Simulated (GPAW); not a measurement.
# SrO (Fm-3m) in GPAW: a series of runs

The runs below take SrO through single point, with PBE.

Everything below comes from runs of GPAW 26.7.0. Logs are shortened: lines on timing, memory, paths and dates and some standing lists are left out, and cuts for length are marked. The log counts tension as positive stress, the text compression.

## Step 1: The crystal as given

It takes space group Fm-3m (No. 225, cubic). The conventional cell has a = 5.133 Å, b = 5.133 Å, c = 5.133 Å, α = 90.00°, β = 90.00°, γ = 90.00°. Sr (site symmetry m-3m) is surrounded by 6 O at 2.57 Å. Around O (site symmetry m-3m) lie 6 Sr at 2.57 Å.

## Step 2: Single point, PBE

run.py reads:

```python
from ase.dft.bandgap import bandgap
from ase.io import read, write
from ase.units import Bohr, GPa
from gpaw import GPAW, PW
from gpaw.elf import elf_from_dft_calculation

atoms = read('SrO.xyz')

calc = GPAW(mode=PW(800),
            xc='PBE',
            kpts={'size': (9, 9, 9), 'gamma': True},
            occupations={'name': 'methfessel-paxton', 'order': 0, 'width': 0.016},
            nbands=16,
            convergence={'density': 1e-05, 'energy': 1e-05},
            maxiter=150,
            txt='gpaw.txt')
atoms.calc = calc
energy = atoms.get_potential_energy()
forces = atoms.get_forces()
stress = atoms.get_stress()
calc.write('gs.gpw')
write('result.traj', atoms)
print(f'Energy: {energy:.6f} eV')
print('Forces (eV/A):')
print(forces.round(4))
print('Stress (GPa):', (stress / GPa).round(3))
print('Fermi level:', round(calc.get_fermi_level(), 4), 'eV')
print(f'Gap: {bandgap(calc)[0]:.4f} eV, direct: {bandgap(calc, direct=True)[0]:.4f} eV')

# fields on the real-space grid
write('density.cube', atoms, data=calc.get_pseudo_density() * Bohr**3)
write('potential.cube', atoms, data=calc.get_electrostatic_potential())
write('elf.cube', atoms, data=elf_from_dft_calculation(calc).data)
```

SrO.xyz reads:

```xyz
2
Lattice="0.0000000000 2.5663000000 2.5663000000 2.5663000000 0.0000000000 2.5663000000 2.5663000000 2.5663000000 0.0000000000" Properties=species:S:1:pos:R:3 pbc="T T T"
Sr     2.5663000000      2.5663000000      2.5663000000
O      0.0000000000      0.0000000000      0.0000000000
```

Potentials or basis: GPAW PAW data sets (gpaw-data 1.2.1), pw.

Launch:

```bash
OMP_NUM_THREADS=1 python run.py
```

gpaw.txt:

```text
__  _  _
 | _ |_)|_||  |
 |__||  | ||/\| - 26.7.0

Input parameters:
  mode=PW(ecut=800.0),
  convergence={'density': 1e-05, 'energy': 1e-05},
  kpts=MonkhorstPack(size=(9, 9, 9), gamma=True),
  maxiter=150,
  nbands=16,
  occupations=Occupations(name='methfessel-paxton', order=0, width=0.016),
  xc=XC(name='PBE')

Diagonalizing LCAO Hamiltonian
Converting LCAO to pw mode

               Sr

       O

Atoms  # Å, Bohr magnetons
|   | symbol |        x |        y |        z |    initial magnetic moments |
|---|--------|----------|----------|----------|-----------------------------|
| 0 |     Sr | 2.566300 | 2.566300 | 2.566300 | ( 0.0000,  0.0000,  0.0000) |
| 1 |      O | 0.000000 | 0.000000 | 0.000000 | ( 0.0000,  0.0000,  0.0000) |

Unit cell  # Å
| periodic |        x |        y |        z |  lengths |    angles |
|----------|----------|----------|----------|----------|-----------|
|      yes | 0.000000 | 2.566300 | 2.566300 | 3.629296 | 60.000000 |
|      yes | 2.566300 | 0.000000 | 2.566300 | 3.629296 | 60.000000 |
|      yes | 2.566300 | 2.566300 | 0.000000 | 3.629296 | 60.000000 |

Number of symmetries: 48
[... 51 lines left out ...]

BZ-sampling:
  Number of BZ points: 729
  Number of IBZ points: 35

  Monkhorst-Pack size: [9, 9, 9]
  Monkhorst-Pack shift: [0, 0, 0]

K-points  # in reciprocal-cell coordinates
|     |                                coordinates |     weight |
|-----|--------------------------------------------|------------|
|   0 | (  0.00000000,   0.00000000,   0.00000000) | 0.00137174 |
|   1 | (  0.11111111,   0.11111111,   0.00000000) | 0.00823045 |
|   2 | (  0.11111111,   0.11111111,   0.11111111) | 0.01097394 |
|   3 | (  0.22222222,   0.11111111,   0.11111111) | 0.01646091 |
|   4 | (  0.22222222,   0.22222222,   0.00000000) | 0.00823045 |
|   5 | (  0.22222222,   0.22222222,   0.11111111) | 0.03292181 |
|   6 | (  0.22222222,   0.22222222,   0.22222222) | 0.01097394 |
|   7 | (  0.33333333,   0.22222222,   0.11111111) | 0.03292181 |
|   8 | (  0.33333333,   0.22222222,   0.22222222) | 0.03292181 |
|   9 | (  0.33333333,   0.33333333,  -0.33333333) | 0.01646091 |
| ... |                                            |            |
|  34 | (  0.44444444,   0.44444444,   0.44444444) | 0.01097394 |

Plane wave coefficients: 1807
Cutoff: 800.0 eV

Spin-components: 1 (collinear spins)
Bands:           16
Projectors:      10
Spin-degeneracy: 2
Datatype:        complex128

Parallelization:
  kpt:    1
  domain: 1
  band:   1

Density:
  Valence electrons: 16.0
  Components: 1
  Grid points: [24 24 24]
  Charge: 0.0  # |e|

Potential:
  Grid points: [24 24 24]

species:
  Sr:
    name:    Strontium
    Z:       38.0
    valence: 10
    core:    28
    charge:  0.0  # [|e|]
    compensation charges:
      type: gauss
      rc: 0.40  # [Å]
      lmax: 2
    cutoffs:
      filter: 2.39  # [Å]
      core: 1.85  # [Å]
    projectors
    | kind |    occ | energy [eV] | rcut [Å] |
    |------|--------|-------------|----------|
    |   4s |  2.000 |     -40.883 |    1.291 |
    |   5s |  2.000 |      -3.525 |    1.291 |
    |   4p |  6.000 |     -22.826 |    1.291 |
    |    p |        |       4.386 |    1.291 |
    |    d |        |       0.000 |    1.254 |

    Using partial waves for Sr as LCAO basis

  O:
    name:    Oxygen
    Z:       8.0
    valence: 6
    core:    2
    charge:  0.0  # [|e|]
    compensation charges:
      type: gauss
      rc: 0.21  # [Å]
      lmax: 2
    cutoffs:
      filter: 1.17  # [Å]
      core: 0.83  # [Å]
    projectors
    | kind |    occ | energy [eV] | rcut [Å] |
    |------|--------|-------------|----------|
    |   2s |  2.000 |     -23.961 |    0.688 |
    |   2p |  4.000 |      -9.029 |    0.598 |
    |    s |        |       3.251 |    0.688 |
    |    p |        |      18.182 |    0.598 |
    |    d |        |       0.000 |    0.619 |

    Using partial waves for O as LCAO basis

Reference energy: -88537.622309  # eV

eigensolver:
  PPCG
  Converge bands: occupied
  niter=2

density mixing:
  MSR1-Mixer
  Pratt-step length: 0.05
  Maximum mixing coefficient: 0.75
  Old densities: 10
  SVD Regularization: 0.005
  Good broyden scale: 1.0
  Trust region scale: 1.0
  Backstep threshold: 4.0
  History deletion threshold: 6.0
  Fourier metric: weight=20.0, sigma=0.015

occupation numbers:
  Methfessel-Paxton:
    width: 0.0160  # eV
    order: 0

poisson solver:
  ecut: 6400.0  # eV

xc functional:
  name: PBE with 2 nearest neighbor stencil

convergence criteria:
- Maximum integral of absolute [dens]ity change: 1e-05 electrons / valence electron
- Maximum [total energy] change in last 3 cyles: 1e-05 eV / valence electron
- Maximum integral of absolute [eigenst]ate change: 4e-08 eV^2 / valence electron
maximum number of iterations: 150

SCF iterations
|iter     | |      energy | eigst |  dens |
|---------|-|-------------|-------|-------|
|iter:   1| |  -13.851202 | +0.45 |       |
|iter:   2| |  -13.352432 | -1.96 | -0.92 |
|iter:   3| |  -12.283059 | -1.22 | -0.98 |
|iter:   4| |  -12.279892 | -2.77 | -1.44 |
|iter:   5| |  -12.291188 | -3.18 | -1.65 |
|iter:   6| |  -12.291019 | -4.84 | -2.67 |
|iter:   7| |  -12.291089 | -5.46 | -3.06 |
|iter:   8| |  -12.291095c| -6.64 | -3.60 |
|iter:   9| |  -12.291095c| -7.44c| -4.63 |
|iter:  10| |  -12.291095c| -7.75c| -5.04c|

Converged in 10 steps
Energy contributions relative to reference atoms: (reference = -88537.622309)

Energy contributions:
  Kinetic:          16.745993
  Coulomb:         -13.857240
  Zero:             -0.110906
  External:          0.000000
  Xc:              -15.068942
  Entropy:           0.000000
  Spinorbit:         0.000000
  ----------------------------
  Free energy:     -12.291095
  Extrapolated:    -12.291095

dipole moment: (-14.413150, -14.413150, -14.413150)  # |e|*Ang

Fermi level: 5.821
Eigenvalues  # (at kpt = [0.000, 0.000, 0.000])
| band index |      eig [eV] | occ [0-2] |
|------------|---------------|-----------|
|          0 |       -27.101 |     2.000 |
|          1 |        -9.883 |     2.000 |
|          2 |        -8.757 |     2.000 |
|          3 |        -8.757 |     2.000 |
|          4 |        -8.757 |     2.000 |
|          5 |         5.151 |     2.000 |
[... 8 lines left out ...]
|         14 |        17.651 |     0.000 |
|         15 |        28.472 |     0.000 |

Gap: 3.417 eV
Transition (v -> c):
  (s=0, k=0, n=7, [0.00, 0.00, 0.00]) -> (s=0, k=30, n=8, [0.44, 0.44, 0.00])
Direct/indirect transitions are different
Direct gap: 3.499 eV
Transition at: (s=0, k=30, n=7, [0.44, 0.44, 0.00])

Forces  # eV/Ang
|       x |        y |        z |
|---------|----------|----------|
| 0.00000 | -0.00000 | -0.00000 |  # Sr   0
| 0.00000 | -0.00000 |  0.00000 |  # O    1

Stress tensor  # eV/Ang^3
|         x |         y |         z |
|-----------|-----------|-----------|
| -0.023918 | -0.000000 | -0.000000 |
| -0.000000 | -0.023918 |  0.000000 |
| -0.000000 |  0.000000 | -0.023918 |

# Writing to gs.gpw (mode='')
```

It took 14 s on 1 thread of Arm Neoverse V2, shared host; peak memory 0.16 GiB.

What came out:

```yaml
Free_energy: -12.2911 eV
Pressure: 3.8 GPa
Band_gap_on_the_k_mesh: 3.42 eV, indirect (least direct gap 3.50 eV)
```

Caveat: an odd mesh through Γ misses points on the zone boundary, where band edges often lie.

## Step 3: Single point, PBE

run.py: that of step 2 with these lines changed.

```diff
@@ -1,3 +1,4 @@
+from ase import Atoms
 from ase.dft.bandgap import bandgap
-from ase.io import read, write
+from ase.io import write
 from ase.units import Bohr, GPa
@@ -6,3 +7,9 @@
 
-atoms = read('SrO.xyz')
+atoms = Atoms(['Sr', 'O'],
+              cell=[[0.0, 2.5663, 2.5663],
+                    [2.5663, 0.0, 2.5663],
+                    [2.5663, 2.5663, 0.0]],
+              scaled_positions=[[0.5, 0.5, 0.5],
+                                [0.0, 0.0, 0.0]],
+              pbc=True)
 
@@ -11,3 +18,3 @@
             kpts={'size': (9, 9, 9), 'gamma': True},
-            occupations={'name': 'methfessel-paxton', 'order': 0, 'width': 0.016},
+            occupations={'name': 'methfessel-paxton', 'order': 0, 'width': 0.017},
             nbands=16,
```

Potentials or basis: GPAW PAW data sets (gpaw-data 1.2.1), pw.

Launch:

```bash
OMP_NUM_THREADS=1 python run.py
```

It took 14 s on 1 thread of Arm Neoverse V2, shared host; peak memory 0.16 GiB.

The run converged. Its results:

```
Free energy            : -12.2911 eV
Pressure               : 3.8 GPa
Band gap on the k mesh : 3.42 eV, indirect (least direct gap 3.50 eV)
```

Levels at points of the mesh, in eV from the valence-band top:
| k point | band 4 | band 5 | band 6 | band 7 | band 8 | band 9 | band 10 | band 11 | band 12 |
| --- | --- | --- | --- | --- | --- | --- | --- | --- | --- |
| (0.00, 0.00, 0.00) | -13.91 | -13.91 | 0.00 | 0.00 | 0.00 | 4.06 | 6.30 | 6.30 | 6.30 |

Caveat: an odd mesh through Γ misses points on the zone boundary, where band edges often lie.
